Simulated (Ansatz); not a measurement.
## BN: moving N off its site

BN, F-43m, a = 3.626 Å (as given, not relaxed at this level: -5.2 GPa). The compound has several low-lying forms, and this is one of them. Ansatz: r2SCAN, PAW, 500 eV, Γ-centred 12×12×12 mesh on 2 atoms, Gaussian smearing 0.05 eV; no spin polarisation.

```
CELL_PARAMETERS angstrom
0.00000 1.81300 1.81300
1.81300 0.00000 1.81300
1.81300 1.81300 0.00000
ATOMIC_POSITIONS crystal
B 0.00000 0.00000 0.00000
N 0.75000 0.75000 0.75000
```

Atom 2 (N) moves by x along the unit vector (0.577, -0.577, -0.577), with its periodic images; all else is held. y is the free energy of the cell over the start, F the force along the path summed over the moved atoms.

```tsv
x (Å)	y (meV)	F (eV/Å)
-0.1000	100.3	1.83
-0.0750	58.9	1.47
-0.0500	?	?
-0.0250	7.1	0.56
0.0000	0.0	0.00
0.0250	7.7	-0.63
0.0500	31.8	-1.32
0.0750	74.2	-2.08
0.0875	102.8	-2.49
0.1000	136.6	-2.92
```

Fit y = c2 x² + c3 x³ + c4 x⁴ to the energies of the other rows, give the force constant, and predict energy and force of the missing row.

Least squares on the rows shown. y = 11810 x² + 18150 x³ + 3256 x⁴. The force constant is 2 c2 = 23.6 eV/Å², for the cell as given, at -5.2 GPa (for all images moving together, not for a lone atom). With two atoms in a cubic cell this is the optical mode at Γ without the LO field: ω = 521.5 √(2 c2/μ) = 1026 cm⁻¹ for μ = 6.10 u. The force −dy/dx at the missing row is 1.05 eV/Å (computed 1.05). At x = -0.0500 the fit asked for gives 27.3 meV. The run gave 27.3 meV, the same to the digits shown.